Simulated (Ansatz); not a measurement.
Planning a run of Ansatz 0.2.0 on ZrSe2/ZrSe2 (1T multilayer). The input:

```yaml
crystal:
  lattice:
    - [3.79, 0.0, 0.0]
    - [-1.895, 3.2822362803, 0.0]
    - [0.0, 0.0, 46.0]
  atoms:
    - { symbol: Zr, position: [0.0, 0.0, 0.4319565218] }
    - { symbol: Se, position: [0.3333333333, 0.6666666667, 0.4663043478] }
    - { symbol: Se, position: [0.6666666667, 0.3333333333, 0.3976086956] }
    - { symbol: Zr, position: [0.0, 0.0, 0.5680434782] }
    - { symbol: Se, position: [0.3333333333, 0.6666666667, 0.6023913044] }
    - { symbol: Se, position: [0.6666666667, 0.3333333333, 0.5336956522] }
  periodic: [true, true, false]
kpoints:
  mp_grid: { grid: [6, 6, 1] }
hamiltonian:
  xc: lda
scf:
  occupations: { method: fermi_dirac, width: 0.02 }
relax:
  f_tol: 0.01
  max_steps: 100
  cell: {}
output:
  write_density: true
  write_potential: true
  elf: true
  volumetric_format: npy
```

```sh
ansatz run input.yaml --threads 4 --pin off --max-ram 17510MiB --backend cpu --events-out ev --progress --plain --runs-dir out
```

How long will it take on 4 threads of Arm Neoverse V1, shared host, and how much memory?

It took 24 s; on shared hardware allow 12 s to 49 s. Peak host memory was 1.1 GiB. The sizes that set the cost: 10761 plane waves a state, 7 irreducible k points and 58 SCF cycles.

[Paths, hosts, dates, memory and timing lines, banners, echoed tables and standing remarks are left out of the program output.]

[Logs are printed without paths, hosts, clocks, repeated set-up lines and the standing remarks that a program may print on its own settings, such as how far it seeks lower states.]

[Runs of the session that timed out or met a known fault of the program may be left out.]

[Cells called generated may have been cut or substituted from an entry of the Crystallography Open Database or the Materials Project.]

[Hosts, paths, dates, database ids (printed as entryN), source tags and the programs' standing remarks are cut or masked in the printed files.]
